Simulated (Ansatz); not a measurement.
# Sb2Se3: the cost of one run

Method: DFT PBE+D3(BJ), scalar-relativistic, plane waves, PAW, and further levels as typed in the inputs, in Ansatz 0.2.0.

### Step 1. The structure to begin with

It takes space group R-3m (No. 166, trigonal). Conventional cell: a = 4.000 Å, b = 4.000 Å, c = 28.500 Å, α = 90.00°, β = 90.00°, γ = 120.00°. Around Sb (site symmetry 3m) lie 6 Se at 2.80 to 2.97 Å. Around Se (site symmetry -3m) lie 6 Sb at 2.97 Å. Around Se (site symmetry 3m) lie 3 Sb at 2.80 Å.

Coordinates:

```
Sb Se
1.0
     2.00000   -1.15470    9.50000
     0.00000    2.30940    9.50000
    -2.00000   -1.15470    9.50000
Sb Se
2 3
Direct
  0.39900 0.39900 0.39900
  0.60100 0.60100 0.60100
  0.00000 0.00000 0.00000
  0.21200 0.21200 0.21200
  0.78800 0.78800 0.78800
```

### Step 2. Relaxing cell and atoms: Sb2Se3, no spin, 2.5 GPa

input.yaml reads:

```yaml
crystal:
  lattice:
    - [2.0, -1.1547005384, 9.5]
    - [0.0, 2.3094010768, 9.5]
    - [-2.0, -1.1547005384, 9.5]
  atoms:
    - { symbol: Sb, position: [0.399, 0.399, 0.399] }
    - { symbol: Sb, position: [0.601, 0.601, 0.601] }
    - { symbol: Se, position: [0.0, 0.0, 0.0] }
    - { symbol: Se, position: [0.212, 0.212, 0.212] }
    - { symbol: Se, position: [0.788, 0.788, 0.788] }
scf:
  occupations: { method: gaussian, width: 0.02 }
output:
  forces: true
  stress: true
  eigenvalues: true
hamiltonian:
  xc: pbe
  dispersion: d3bj
kpoints:
  mp_grid: { grid: [10, 10, 10] }
relax:
  f_tol: 0.001
  max_steps: 80
  cell: { stress_tol: 0.02, p_target: 2.5 }
```

Command:

```console
> ansatz run input.yaml --threads 8 --pin off --max-ram 32768MiB --backend cpu --events-out ev --progress --plain --runs-dir out
```

Q: Estimate wall time and peak memory on 8 threads of Intel Xeon Platinum 8488C (Sapphire Rapids), shared host.

About 58 s, with a peak of 1 GiB.
